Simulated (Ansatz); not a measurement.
# ZrSi2: the cost of one run

Method: DFT PBE, scalar-relativistic, plane waves, PAW, in Ansatz 0.2.0.

3 further runs of the same task are left out: 3 set aside as unsound or not needed. Runs told in other sessions of the task aren't counted.

## Step 1: The system as given

The structure is orthorhombic, space group Cmcm (No. 63). The conventional cell has a = 3.705 Å, b = 14.788 Å, c = 3.679 Å, α = 90.00°, β = 90.00°, γ = 90.00°. Around Zr (site symmetry m2m) lie 10 Si at 2.72 to 2.99 Å. Around Si (site symmetry m2m) lie 2 Si at 2.42 Å and 6 Zr at 2.72 to 2.99 Å. Around Si (site symmetry m2m) lie 4 Si at 2.61 Å and 4 Zr at 2.82 to 2.83 Å.

Coordinates:

```xyz
12
Lattice="-3.7052 0.0000 0.0000 0.0000 0.0000 -3.6791 0.0000 -14.7880 0.0000" Properties=species:S:1:pos:R:3 pbc="T T T"
Zr    0.0000  -13.2304   -0.9198
Zr   -1.8526   -5.8363   -0.9198
Zr    0.0000   -1.5577   -2.7593
Zr   -1.8526   -8.9517   -2.7593
Si    0.0000   -8.1793   -0.9198
Si   -1.8526   -0.7852   -0.9198
Si    0.0000   -6.6088   -2.7593
Si   -1.8526  -14.0028   -2.7593
Si    0.0000   -3.7016   -0.9198
Si   -1.8526  -11.0956   -0.9198
Si    0.0000  -11.0864   -2.7593
Si   -1.8526   -3.6924   -2.7593
```

It is built from the cell relaxed beforehand with the same method (16.80 Å³/atom).

## Step 2: The undisturbed cell

Contents of input.yaml:

```yaml
crystal:
  lattice:
    - [-3.705180657, 0.0, 0.0]
    - [0.0, 0.0, -3.6790719899]
    - [0.0, -14.7880263475, 0.0]
  atoms:
    - { symbol: Zr, position: [0.0, 0.25, 0.8946665369] }
    - { symbol: Zr, position: [0.5, 0.25, 0.3946665369] }
    - { symbol: Zr, position: [0.0, 0.75, 0.1053334631] }
    - { symbol: Zr, position: [0.5, 0.75, 0.6053334631] }
    - { symbol: Si, position: [0.0, 0.25, 0.5530999443] }
    - { symbol: Si, position: [0.5, 0.25, 0.0530999443] }
    - { symbol: Si, position: [0.0, 0.75, 0.4469000557] }
    - { symbol: Si, position: [0.5, 0.75, 0.9469000557] }
    - { symbol: Si, position: [0.0, 0.25, 0.2503123054] }
    - { symbol: Si, position: [0.5, 0.25, 0.7503123054] }
    - { symbol: Si, position: [0.0, 0.75, 0.7496876946] }
    - { symbol: Si, position: [0.5, 0.75, 0.2496876946] }
basis:
  ecutwfc: 420
kpoints:
  mp_grid: { grid: [13, 13, 4] }
hamiltonian:
  xc: pbe
scf:
  occupations: { method: gaussian, width: 0.15 }
output:
  forces: true
  stress: true
  eigenvalues: true
  write_density: true
  write_potential: true
  elf: true
  volumetric_format: npy
```

Command:

```console
> ansatz run input.yaml --threads 2 --pin off --max-ram 5120MiB --backend cpu --events-out ev --progress --plain --runs-dir out
```

Q: Estimate wall time and peak memory on 2 threads of Intel Xeon at 2.70GHz, shared host.

About 80 s, with a peak of 1.2 GiB.
